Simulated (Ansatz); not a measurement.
# ZnS: the cost of one run

Method: DFT PBE, scalar-relativistic, plane waves, PAW, in Ansatz 0.2.0.

## 1. Starting point

The structure is cubic, space group P-43m (No. 215). The conventional cell has a = 5.387 Å, b = 5.387 Å, c = 5.387 Å, α = 90.00°, β = 90.00°, γ = 90.00°. Zn (site symmetry 3m) is surrounded by 4 S at 2.24 to 2.67 Å. Around S (site symmetry -42m) lie 4 Zn at 2.24 Å. S (site symmetry -43m) has 4 Zn at 2.67 Å in its first shell of neighbours.

Structure file:

```xyz
8
Lattice="5.3874 0.0000 0.0000 0.0000 5.3874 0.0000 0.0000 0.0000 5.3874" Properties=species:S:1:pos:R:3 pbc="T T T"
Zn    1.5431    3.8442    3.8442
Zn    3.8442    1.5431    3.8442
Zn    3.8442    3.8442    1.5431
Zn    1.5431    1.5431    1.5431
S     0.0000    2.6937    2.6937
S     2.6937    0.0000    2.6937
S     2.6937    2.6937    0.0000
S     0.0000    0.0000    0.0000
```

The guess is a distorted database cell: ZnS type (F-43m) distorted into a subgroup (P-43m, No. 215).

## 2. Probe: one point on a coarse mesh

input.yaml reads:

```yaml
crystal:
  lattice:
    - [5.38736582, 0.0, 0.0]
    - [0.0, 5.38736582, 0.0]
    - [0.0, 0.0, 5.38736582]
  atoms:
    - { symbol: Zn, position: [0.28643693, 0.71356307, 0.71356307] }
    - { symbol: Zn, position: [0.71356307, 0.28643693, 0.71356307] }
    - { symbol: Zn, position: [0.71356307, 0.71356307, 0.28643693] }
    - { symbol: Zn, position: [0.28643693, 0.28643693, 0.28643693] }
    - { symbol: S, position: [0.0, 0.5, 0.5] }
    - { symbol: S, position: [0.5, 0.0, 0.5] }
    - { symbol: S, position: [0.5, 0.5, 0.0] }
    - { symbol: S, position: [0.0, 0.0, 0.0] }
basis:
  ecutwfc: 420
kpoints:
  mp_grid: { grid: [4, 4, 4] }
hamiltonian:
  xc: pbe
scf:
  occupations: { method: gaussian, width: 0.1 }
  lower_state_search: "off"
output:
  forces: true
  stress: true
  eigenvalues: true
```

The run is started by

```console
> ansatz run input.yaml --threads 1 --pin off --max-ram 2560MiB --backend cpu --events-out ev --progress --plain --runs-dir out
```

What time and memory should one allow on 1 thread of Intel Xeon at 2.70GHz, shared host?

About 6.2 s, with a peak of 0.39 GiB.
